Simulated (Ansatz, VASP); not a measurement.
## PbF2 (1T-PbF2, 1 layer): VASP beside Ansatz

One calculation is typed for both programs; each brings its own data sets. How far apart do they land? The structure shown is the start of the Ansatz relaxation below; VASP solves that cell, so the two are compared at the walk's first step.

Method: plane waves, with VASP 6.6.1 beside it; single point at PBE, in Ansatz 0.2.0.

### Step 1. Starting point

The cell holds 3 atoms: 2 F and 1 Pb. Its edges and angles: a = 2.749 Å, b = 2.749 Å, c = 17.357 Å, α = 90.0°, β = 90.0°, γ = 120.0°. Vacuum lies along c.

### Step 2. Ansatz: relaxation, PBE

Ansatz runs on its default PAW (the set named soft_2) files.

The two programs are compared at the cell with which this relaxation starts, whose forces are those of its first step.

Input file input.yaml:

```yaml
crystal:
  lattice:
    - [2.749142, 0.0, 0.0]
    - [-1.374571, 2.3808268106, 0.0]
    - [0.0, 0.0, 17.3573446259]
  atoms:
    - { symbol: F, position: [0.6666666667, 0.3333333333, 0.4320937425] }
    - { symbol: Pb, position: [0.0, 0.0, 0.5] }
    - { symbol: F, position: [0.3333333333, 0.6666666667, 0.5679062575] }
kpoints:
  mp_grid: { grid: [12, 12, 1] }
hamiltonian:
  xc: pbe
scf:
  occupations: { method: fermi_dirac, width: 0.05 }
  convergence: { dr2_threshold: 1.0e-08 }
efield:
  axis: 3
  dipole_correction: true
  ramp_position: 0.97
  ramp_width: 0.04
relax:
  f_tol: 0.01
  cell: { fix: [c, alpha, beta] }
output:
  write_potential: true
  write_density: true
  volumetric_format: npy
```

Run with:

```sh
$ ansatz run input.yaml --threads 2 --pin off --max-ram 4096MiB --backend cpu --events-out ev --progress --plain --runs-dir out
```

Numbers of over 12 decimals in the logs are rounded to 6 here.

The program printed:

```text
Warning: relax.cell: scf.convergence.dr2_threshold = 1e-8 eV is looser than the 3e-10 eV advised for a relaxation that steers and ends on the stress (1e-10 eV for each atom of the cell: 3). What an SCF threshold leaves in a stress goes as its square root, and in the free energy as the threshold itself, and one threshold admits the most on a small cell: [figures from the program's tests cut] Set scf.convergence.dr2_threshold to 3e-10 eV or tighter. The threshold is an SCF's pass mark: one that does not reach it within its budget of iterations ends unconverged, or closes short of it on a stop that the run arms, and scf.convergence.dr2_threshold's page says what that costs each kind of run
Engine: ansatz 0.2.0, aarch64-unknown-linux-gnu
Pseudopotentials: kind: paw
Pseudopotential: F, paw, valence charge 7, recommended cutoff 420 eV (normal), F.paw.azcp
Pseudopotential: Pb, paw, valence charge 14, recommended cutoff 420 eV (normal), Pb.paw.azcp
Functional definition: PBE
  parameter kappa = 0.804
  parameter beta = 0.066725
  exchange = pbe_x(kappa = kappa, mu = beta*pi^2/3)
  correlation = pbe_c(beta = beta)
Crystal: 3 atoms, lattice volume = 113.608 Å³
Basis set: ecut = 420 eV, 2249 PW (Γ), exchange–correlation on 40×40×240 points (8 copies of the dense FFT grid, shifted against one another)
Bands: 18, of which v1, the nominal top of the filled ones, is band 14 counted from 1 (13 counted from 0)
Symmetry: 6 space group operations
k-points: 19 of 144 (time reversal used)
Non-local potential: F, projectors of the file, l = 0: 2, l = 1: 2, l = 2: 1
Non-local potential: Pb, projectors of the file, l = 0: 2, l = 1: 2, l = 2: 2, l = 3: 2
PAW form: soft (Blöchl's): semilocal exchange-correlation on the pseudo side does not see the compensation charge
PAW one-centre angular grid: F, 110 points (default); XC on 64 Gauss nodes
PAW one-centre angular grid: Pb, 590 points (default); XC on 64 Gauss nodes
Initial density: superposition of atomic densities (neutral atoms: chi_scale 0, normalization atom), corrected by the library's trained network
Initial wavefunctions: pseudopotential atomic-orbital guess
Functional: x = pbe(κ = 0.804, μ = 0.219515), c = pbe(β = 0.066725)
SCF iter   1: F=—  HF=-13512.198924 eV  |F-HF|=—  |Δ(HF+E_count)|=         —  Δρ=1.46e-2  dr2=1.43e-1  ethr=1.77e-3  p=-0.001 e·Å  D=-2.00e-3 V/Å  ΔV_dip=0.03 eV  dr2_dipole=4.43e-6  V_vac-E_F(+/−)=2.95/2.92 eV  ⟨swp⟩=10.2  Hψ=2735  notcnv=0
efield: sawtooth ramp at fractional position 0.9700 (set: `efield.ramp_position`, or a place that a band, a saddle search or an elastic batch's reference lends), width 0.0400; the density the first Hamiltonian is built on has a dipole p = -0.001 e·Å; the dipole correction subtracts the counter field D = -2.00e-3 V/Å, which shifts the + side's vacuum level by +0.03 eV against the − side's; the planar-averaged density in the ramp window peaks in size at 2.2e-4 e/Å³
preconditioner: auto → LDOS  [metal: Δε(μ)=0.111 eV  Ē_g=20.365 eV  σ=0.050 eV  W_gap=0.47  n_scr=10 (ndim 8)  ℏωp=18.4 eV  f_vac=0.713  D(μ)=0.32/eV (n_scr^D=2)  β→1.0]
SCF iter   2: F=—  HF=-13512.197345 eV  |F-HF|=—  |Δ(HF+E_count)|=   1.58e-3  Δρ=1.21e-2  dr2=8.65e-2  ethr=5.11e-4  p=0.000 e·Å  D=3.94e-4 V/Å  ΔV_dip=-0.01 eV  dr2_dipole=1.39e-6  V_vac-E_F(+/−)=2.06/2.06 eV  ⟨swp⟩=4.1  Hψ=1048  notcnv=0
SCF iter   3: F=—  HF=-13512.167968 eV  |F-HF|=—  |Δ(HF+E_count)|=   2.94e-2  Δρ=7.75e-4  dr2=5.22e-4  ethr=3.09e-4  p=-0.000 e·Å  D=-2.37e-4 V/Å  ΔV_dip=0.00 eV  dr2_dipole=1.27e-7  V_vac-E_F(+/−)=2.52/2.52 eV  ⟨swp⟩=3.8  Hψ=965  notcnv=0
SCF iter   4: F=—  HF=-13512.167893 eV  |F-HF|=—  |Δ(HF+E_count)|=   7.51e-5  Δρ=3.52e-4  dr2=8.51e-5  ethr=1.86e-6  p=0.000 e·Å  D=8.60e-5 V/Å  ΔV_dip=-0.00 eV  dr2_dipole=6.39e-8  V_vac-E_F(+/−)=2.47/2.47 eV  ⟨swp⟩=4.0  Hψ=909  notcnv=0
SCF iter   5: F=—  HF=-13512.167879 eV  |F-HF|=—  |Δ(HF+E_count)|=   1.41e-5  Δρ=7.94e-5  dr2=3.80e-6  ethr=3.04e-7  p=-0.000 e·Å  D=-4.41e-5 V/Å  ΔV_dip=0.00 eV  dr2_dipole=2.00e-8  V_vac-E_F(+/−)=2.47/2.47 eV  ⟨swp⟩=2.8  Hψ=749  notcnv=0
SCF iter   6: F=—  HF=-13512.167880 eV  |F-HF|=—  |Δ(HF+E_count)|=   1.06e-6  Δρ=2.89e-5  dr2=8.07e-7  ethr=1.36e-8  p=0.000 e·Å  D=8.28e-5 V/Å  ΔV_dip=-0.00 eV  dr2_dipole=6.06e-8  V_vac-E_F(+/−)=2.47/2.47 eV  ⟨swp⟩=3.5  Hψ=762  notcnv=0
SCF iter   7: F=—  HF=-13512.167880 eV  |F-HF|=—  |Δ(HF+E_count)|=   7.33e-8  Δρ=1.59e-5  dr2=1.51e-7  ethr=2.88e-9  p=-0.000 e·Å  D=-3.88e-6 V/Å  ΔV_dip=0.00 eV  dr2_dipole=4.13e-10  V_vac-E_F(+/−)=2.47/2.47 eV  ⟨swp⟩=2.4  Hψ=623  notcnv=0
[...]
efield: sawtooth ramp at fractional position 0.9700 (set: `efield.ramp_position`, or a place that a band, a saddle search or an elastic batch's reference lends), width 0.0400; the density the first Hamiltonian is built on has a dipole p = -0.000 e·Å; the dipole correction subtracts the counter field D = -1.47e-6 V/Å, which shifts the + side's vacuum level by +0.00 eV against the − side's; the planar-averaged density in the ramp window peaks in size at 7.4e-8 e/Å³
preconditioner: auto → Resta (q_TF=auto, 1.909 Å⁻¹)  ε∞=1.6  [insulator: Δε(μ)=3.462 eV  Ē_g=16.036 eV  σ=0.050 eV  W_gap=1.00  n_scr=28 (ndim 8)  ℏωp=12.7 eV  f_vac=0.745  D(μ)=0.00/eV (n_scr^D=0)  ε∞_Penn≈1.6  vacuum switching on, ρ_ref=1.9e-2 e/Å³]
SCF iter   2: F=—  HF=-13524.297318 eV  |F-HF|=—  |Δ(HF+E_count)|=   1.46e-4  Δρ=3.79e-5  dr2=1.03e-6  ethr=8.80e-9  p=0.000 e·Å  D=1.59e-6 V/Å  ΔV_dip=-0.00 eV  dr2_dipole=5.51e-11  V_vac-E_F(+/−)=5.21/5.21 eV  ⟨swp⟩=2.0  Hψ=608  notcnv=0
SCF iter   3: F=—  HF=-13524.297371 eV  |F-HF|=—  |Δ(HF+E_count)|=   5.31e-5  Δρ=2.11e-5  dr2=1.96e-7  ethr=3.67e-9  p=-0.000 e·Å  D=-1.59e-6 V/Å  ΔV_dip=0.00 eV  dr2_dipole=5.89e-11  V_vac-E_F(+/−)=5.21/5.21 eV  ⟨swp⟩=2.0  Hψ=456  notcnv=0
iter 4 met the thresholds in force, and the SCF goes on: an eigenvalue changes by 4.25 meV, over its tolerance of 3.16 meV (output.eigenvalues, Limitations)
SCF iter   4: F=-13524.297397 eV  HF=-13524.297397 eV  |F-HF|=3.31e-7  |Δ(HF+E_count)|=   2.54e-5  Δρ=1.52e-6  dr2=2.10e-9  ethr=3.57e-11  p=0.000 e·Å  D=1.22e-6 V/Å  ΔV_dip=-0.00 eV  dr2_dipole=3.33e-11  V_vac-E_F(+/−)=5.21/5.21 eV  ⟨swp⟩=10.5  Hψ=2843  notcnv=0
iter 5 met the thresholds in force, and the SCF goes on: an eigenvalue changes by 7.84 meV, over its tolerance of 3.16 meV (output.eigenvalues, Limitations)
SCF iter   5: F=-13524.297397 eV  HF=-13524.297397 eV  |F-HF|=4.12e-8  |Δ(HF+E_count)|=   2.88e-7  Δρ=1.23e-6  dr2=3.32e-9  ethr=7.51e-12  p=-0.000 e·Å  D=-2.82e-6 V/Å  ΔV_dip=0.00 eV  dr2_dipole=1.80e-10  V_vac-E_F(+/−)=5.21/5.21 eV  ⟨swp⟩=7.6  Hψ=2376  notcnv=0
Mixer restart at iter 5: flushing history
SCF iter   6: F=-13524.297397 eV  HF=-13524.297397 eV  |F-HF|=4.65e-8  |Δ(HF+E_count)|=   5.34e-8  Δρ=4.08e-6  dr2=4.56e-8  ethr=7.51e-12  p=0.000 e·Å  D=1.37e-5 V/Å  ΔV_dip=-0.00 eV  dr2_dipole=3.28e-9  V_vac-E_F(+/−)=5.21/5.21 eV  ⟨swp⟩=3.0  Hψ=668  notcnv=0  κ⁻¹=1.0e0(r=1)
SCF iter   7: F=-13524.297397 eV  HF=-13524.297397 eV  |F-HF|=6.18e-11  |Δ(HF+E_count)|=   9.66e-9  Δρ=1.37e-7  dr2=6.62e-11  ethr=7.51e-12  p=-0.000 e·Å  D=-1.08e-6 V/Å  ΔV_dip=0.00 eV  dr2_dipole=7.82e-12  V_vac-E_F(+/−)=5.21/5.21 eV  ⟨swp⟩=6.1  Hψ=2191  notcnv=0
SCF 24 converged in 7 iterations: F = -13524.297397 eV  dr2 = 6.62e-11
relax step  24: F+E_penalty+E_count = -13524.29739720 eV  Δ(F+E_penalty+E_count) = -2.878e-3 eV  max|allowed force component| = 7.561e-4 eV/Å  Δτ_max = 0.0000 Å  P = +0.010 GPa  Ω = 238.645 Å³  fix = [c, alpha, beta]  reactions: c +0.000 GPa  stress off target by 1.47e-2 GPa on what of the cell is left free  SCF on the basis re-selected at this cell (its energy is not comparable with the rows above)  (7 SCF iters)
basis re-selected at this cell: Δ(F+E_penalty+E_count) = -2.878e-3 eV, ΔP = +0.007 GPa vs the last step (what re-selecting the basis moved, of the pressure what is left beyond the Pulay correction that the steps carried, after the strain that the cell walked since its last selection, with what the two solves' SCF thresholds leave and, on support functions, any second-order correction that the steps lacked; it is no m [...]
WARN: The output density's exchange-correlation potential varies sharply where the density is thin. Do not read a vacuum level from v_tot or v_xc, or from such a field of the output density. On a cell that repeats whose density bears no net charge and no dipole along the vacuum's axis use v_es (v_loc + v_h of the components); under efield.dipole_correction with no amplitude use v_es + v_field, which holds any externa [...]
SCF converged after 7 iterations
an eigenvalue changed by more than its tolerance at an iteration that met the thresholds in force, so the SCF went on 2 times, its first undamped step at iteration 5: the last check found none over its tolerance
Free energy (F): -13524.297397 eV
Harris-Foulkes:  -13524.297397 eV  (|F-HF|=6.18e-11)
Internal energy: -13524.297397 eV  (E = F + TS)
E sigma→0 (E₀):  -13524.297397 eV
Fermi energy:    -2.544487 eV
Dipole field:    D = 0.000002 V/Å  (p = 0.000003 e·Å, saw-weighted, corrected)
Work function:   Φ+ = 5.2145 eV   Φ− = 5.2146 eV
Levels:          The Fermi level and band energies are counted from a zero that moves with the ramp; work functions are not
--- Per-component energies (eV) ---
  E_band       = -387.965056
  E_kinetic    = 697.027718
  E_local      = -12596.212852  (includes V_loc(G=0)·N_el)
  E_nonlocal   = 496.967890
  E_hartree    = 5905.228624
  E_xc         = -380.955853
  E_vxc        = -337.200635  (∫ρ·V_xc dr)
  E_paw        = -10801.970632  (= ΣΔE_a)
  E_vpaw       = -459.008467  (= ΣTr[D̂ρ^β])
  E_aug_tail   = 0.004112  (compensation charges beyond the density's cutoff)
  E_efield     = 0.000000  (sawtooth field / dipole correction)
  E_vefield    = -0.000011  (∫n·V_field dr)
  E_ewald      = 3155.613595
  E_smearing   = -0.000000  (= −TS)
  E_closure    = -0.000000  (closes the sum)
  Σ components = -13524.297397   (vs F -13524.297397, Δ=0.00e0)
--- Forces (eV/Å), atoms counted from 1 ---
  atom   1  F      0.00000000     0.00000000    -0.00075701
  atom   2  Pb     0.00000000    -0.00000000     0.00001072
  atom   3  F      0.00000000    -0.00000000     0.00074345
  max |Σ_I F_I| component: 2.84e-6 eV/Å
--- Stress (GPa, compression-positive) ---
        0.014712       0.000000       0.000000
        0.000000       0.014712      -0.000000
        0.000000      -0.000000       0.000332
  P = ⅓ Tr σ = 0.0099 GPa (0.099 kbar)
--- Band table (eV; the first three rows and the last of 19) ---
  k-point 0: bands = [... 10 lower, -6.4777, -6.4777, -6.1376, -5.6963, -0.8552, 2.2239, 2.8251, 3.1777]
  k-point 1: bands = [... 10 lower, -6.4533, -6.4091, -6.1055, -5.6093, -0.7560, 2.2145, 2.9042, 2.9103]
  k-point 2: bands = [... 10 lower, -6.4141, -6.3229, -6.0596, -5.3740, -0.4869, 1.9356, 2.8340, 3.1610]
  k-point 18: bands = [... 10 lower, -6.8054, -6.0087, -6.0087, -4.3175, 1.1350, 1.8229, 1.8229, 5.6305]
--- Relaxed structure (20 steps of the walk, 19 accepted, 4 SCFs on fresh bases) ---
  F+E_penalty+E_count = -13524.29739720 eV   max|allowed force component| = 7.561e-4 eV/Å   (the final SCF, on the basis selected at the relaxed cell)
  cell:  # Å, volume = 238.6445 Å³
    - [3.984454, 0, 0]
    - [-1.992227, 3.450638, 0]
    - [0, 0, 17.3573446259]
  atoms:
    - { symbol: F, position: [0.666667, 0.333333, 0.442608] }
    - { symbol: Pb, position: [0, 0, 0.500000] }
    - { symbol: F, position: [0.333333, 0.666667, 0.557392] }
```

The column dr2 measures how far the density is from self-consistency, as an energy; F and HF (Harris–Foulkes) agree once it is small.

[end of part 1 of 2]

[Lines on the potential files, build, host, timing and source positions are cut from VASP's logs without a mark.]

[Logs are printed without paths, hosts, clocks, repeated set-up lines and the standing remarks that a program may print on its own settings, such as how far it seeks lower states.]

[Hosts, paths, dates, database ids (printed as entryN), source tags and the programs' standing remarks are cut or masked in the printed files.]
